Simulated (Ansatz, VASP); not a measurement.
Al in VASP and in Ansatz

```
CELL_PARAMETERS angstrom
-1.59021 1.59021 1.59021
1.59021 -1.59021 1.59021
1.59021 1.59021 -1.59021
ATOMIC_POSITIONS crystal
Al 0.00000 0.00000 0.00000
```

Alike in both runs: task single point; functional PBEsol; k mesh 18 × 18 × 18; occupations gaussian, width 0.1 eV; no spin polarisation.

|  | VASP | Ansatz |
| --- | --- | --- |
| version | VASP 6.6.1 | Ansatz 0.2.0 |
| potentials or method | VASP PAW PBE potentials, release 64 (Al) | scalar-relativistic, plane waves, PAW |
| plane-wave cutoff (eV) | 520 | 420 |
| valence electrons in the cell | 3 | 3 |

Ansatz gave:

| Property | Result |
| --- | --- |
| gap on the k mesh at the Fermi level (eV) | none |
| pressure (GPa) | 2.4 |

Question: What did VASP give for the same quantities?

Answer: gap on the k mesh at the Fermi level (eV): none; pressure (GPa): 2.5.

A gap of «none» marks a metal or a gap that the smearing closes. The functional is the same, so the differences come from potentials, cutoffs and numerics.

Caveats: the PAW data sets were made with another functional, which shifts forces and pressure a little (VASP).
